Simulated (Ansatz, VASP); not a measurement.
# HfN: VASP beside Ansatz

Contents of POSCAR:

```
HfN
1.0
    3.1339100000      0.0000000000      0.0000000000
   -1.5669500000      2.7140400000      0.0000000000
    0.0000000000      0.0000000000      5.4167700000
Hf N
2 2
Direct
    0.6666666667      0.3333333333      0.7500000000
    0.3333333333      0.6666666667      0.2500000000
    0.0000000000      0.0000000000      0.0000000000
    0.0000000000      0.0000000000      0.5000000000
```

File INCAR.step1:

```
SYSTEM = HfN
PREC     = Accurate       ! precision mode
ENCUT    = 520            ! plane-wave cutoff, eV
ISMEAR   = -1             ! smearing method
SIGMA    = 0.1            ! smearing width, eV
LREAL    = .False.        ! projectors in reciprocal space
LASPH    = .True.         ! aspherical terms in the spheres
NELM     = 80             ! most SCF steps
NBANDS   = 23             ! bands
GGA      = PE             ! functional
ALGO     = Normal         ! electronic algorithm
EDIFF    = 1E-4           ! SCF threshold, eV
LWAVE    = .True.         ! write WAVECAR
LCHARG   = .False.        ! write CHGCAR
```

File INCAR.step2:

```
SYSTEM = HfN
PREC     = Accurate       ! precision mode
ENCUT    = 520            ! plane-wave cutoff, eV
EDIFF    = 1E-7           ! SCF threshold, eV
ISMEAR   = -1             ! smearing method
SIGMA    = 0.1            ! smearing width, eV
LREAL    = .False.        ! projectors in reciprocal space
LASPH    = .True.         ! aspherical terms in the spheres
NELM     = 80             ! most SCF steps
ALGO     = Normal         ! electronic algorithm
ISIF     = 2              ! what is computed and relaxed
LWAVE    = .False.        ! write WAVECAR
LCHARG   = .True.         ! write CHGCAR
METAGGA  = R2SCAN         ! meta-GGA
LMIXTAU  = .True.       
LELF     = .True.         ! ELF
LVHAR    = .True.       
NBANDS   = 23             ! bands
ISTART   = 1
```

Contents of KPOINTS:

```
Automatic mesh
0
Gamma
  4 4 2
  0 0 0
```

Input for Ansatz:

```yaml
crystal:
  lattice:
    - [3.13391, 0.0, 0.0]
    - [-1.56695, 2.71404, 0.0]
    - [0.0, 0.0, 5.41677]
  atoms:
    - { symbol: Hf, position: [0.6666666666666666, 0.3333333333333333, 0.75] }
    - { symbol: Hf, position: [0.3333333333333333, 0.6666666666666666, 0.25] }
    - { symbol: "N", position: [0.0, 0.0, 0.0] }
    - { symbol: "N", position: [0.0, 0.0, 0.5] }
kpoints:
  mp_grid:
    grid: [4, 4, 2]
hamiltonian:
  xc: r2scan
  pseudopotentials:
    kind: paw
scf:
  occupations:
    method: fermi_dirac
    width: 0.1
output:
  stress: true
```

The cell comes from a database or a generator and needn't be the stable form of this composition.

Alike in both runs: task single point; functional r2SCAN; k mesh 4 × 4 × 2; occupations fermi-dirac, width 0.1 eV; no spin polarisation.

```csv
,VASP,Ansatz
version,VASP 6.6.1,Ansatz 0.2.0
potentials or method,"VASP PAW PBE potentials, release 64 (Hf_pv, N)","plane waves, PAW"
plane-wave cutoff (eV),520,500
valence electrons in the cell,30,62
```

Ansatz gave:

* pressure (GPa): 3.9
* largest component of the traceless stress (GPa): 4.44

Estimate VASP's values.

pressure (GPa): 1.4; largest component of the traceless stress (GPa): 4.53.

The two sets of potentials don't hold the same shells in valence.

Caveats: the k mesh is coarse (spacing up to 0.58 Å⁻¹), so the values aren't converged; the PAW data sets were made with another functional, which shifts forces and pressure a little (VASP). Spin-orbit coupling is left out, which matters for the levels of Hf.
